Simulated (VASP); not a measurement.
Here is a VASP 6.6.1 calculation.

Contents of INCAR:

```
PREC = Accurate ; ENCUT = 520
EDIFF = 1E-7 ; ISMEAR = -1
SIGMA = 0.05 ; LREAL = False
LASPH = True ; NELM = 60
ALGO = Normal ; ISIF = 2
LWAVE = False ; LCHARG = True
GGA = PS ; LELF = True
LVHAR = True ; NBANDS = 16
```

KPOINTS

```
regular mesh
0
Gamma
  8 8 8
```

The input POSCAR:

```
GaAs
1.0
    0.0000000000      2.8268500000      2.8268500000
    2.8268500000      0.0000000000      2.8268500000
    2.8268500000      2.8268500000      0.0000000000
As Ga
1 1
Direct
    0.7500000000      0.7500000000      0.7500000000
    0.0000000000      0.0000000000      0.0000000000
```

Potentials or basis: VASP PAW PBE potentials, release 64 (As, Ga_d).

The run is started by

```console
$ cat potpaw_PBE.64/As/POTCAR potpaw_PBE.64/Ga_d/POTCAR > POTCAR
$ mpirun -np 1 vasp_std > vasp.out
```

Question: Predict the band gap on the k mesh.

Answer: 0.46 eV, direct.

Question: What does it give for the pressure?

Answer: 0.3 GPa.

Caveat: the PAW data sets were made with another functional, which shifts forces and pressure a little.

**What was measured.**

From “Evidence of valence band perturbations in GaAsN/GaAs(001): A combined variable-angle spectroscopic ellipsometry and modulated photoreflectance investigation”, 2008, arxiv:0805.2212, for a bulk crystal of GaAs at 300 K: band gap 1.412 ± 0.01 eV (direct).

A measured gap of GaAs is 1.412 eV (direct; 300 K; “Evidence of valence band perturbations in GaAsN/GaAs(001): A combined variable-angle spectroscopic ellipsometry and modulated photoreflectance investigation”, 2008, arxiv:0805.2212); the calculated 0.46 eV misses it by -0.96 eV. 3 values of this kind are on record (1.412 to 1.51 eV); this one was drawn at random among those near their median, those with a stated uncertainty first. Spin-orbit coupling on As, Ga is left out. The value is that of PBEsol on a finite k mesh, which can miss the band edges, without temperature or zero-point motion. Semilocal functionals fall short of measured gaps as a rule.
